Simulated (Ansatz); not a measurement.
Consider the ligand exchange at the Si–O bond: `CO[SiH2]OC(C)=O` + CH₃SH → `CO[SiH2]SC` + `CC(=O)O`.

Program: Ansatz. Geometries: PBE0-D4/def2-TZVP. ΔE: electronic, gas phase. CCSD(T)/CBS is the MP2 limit (def2-TZVPP, def2-QZVPP) plus CCSD(T) − MP2 in def2-TZVPP, frozen cores. This one scheme is used for every species. DFT in def2-TZVPP. B3LYP here is the variant with VWN-RPA as its local correlation; programs differ in this. One conformer a species, not always the lowest.

```tsv
level	ΔE (kJ/mol)	difference from CCSD(T)/CBS
PBE-D4	11.7	-17.3
r2SCAN-D4	23.1	-5.9
PBE0-D4	16.8	-12.2
B3LYP-D4	27.4	-1.6
ωB97X-V	28.2	-0.8
ωB97M-V	28.3	-0.7
B2PLYP	31.1	2.1
PBE	13.6	-15.4
r2SCAN	23.3	-5.7
PBE0	18.5	-10.5
B3LYP	30.6	1.6
HF/def2-TZVPP	45.8	16.8
MP2/def2-TZVPP	28.1	-0.9
SCS-MP2/def2-TZVPP	33.8	4.8
CCSD/def2-TZVPP	35.2	6.2
CCSD(T)/def2-TZVPP	32.3	3.3
HF/def2-QZVPP	47.8	18.8
MP2/def2-QZVPP	26.9	-2.1
SCS-MP2/def2-QZVPP	32.4	3.4
HF/CBS(def2)	48.1	19.1
MP2/CBS(def2)	24.8	-4.2
CCSD/CBS(def2)	31.9	2.9
CCSD(T)/CBS	29.0	0
```

Largest T1 diagnostic among the species: 0.015.

In def2-TZVPP, CCSD(T) changes the Hartree–Fock value by −13.5 kJ/mol (the triples alone add −3.0 kJ/mol) and MP2 by −17.7 kJ/mol. The D4 term adds −3.2 kJ/mol with B3LYP and −1.7 kJ/mol with PBE0; it sums over pairs of atoms, weighted by their polarisabilities, and B3LYP, whose exchange is more repulsive, gets the larger term.

CCSD(T)/CBS has its own doubt, a few kJ/mol and more with outer-core shells, so smaller differences from it don't rank the levels.
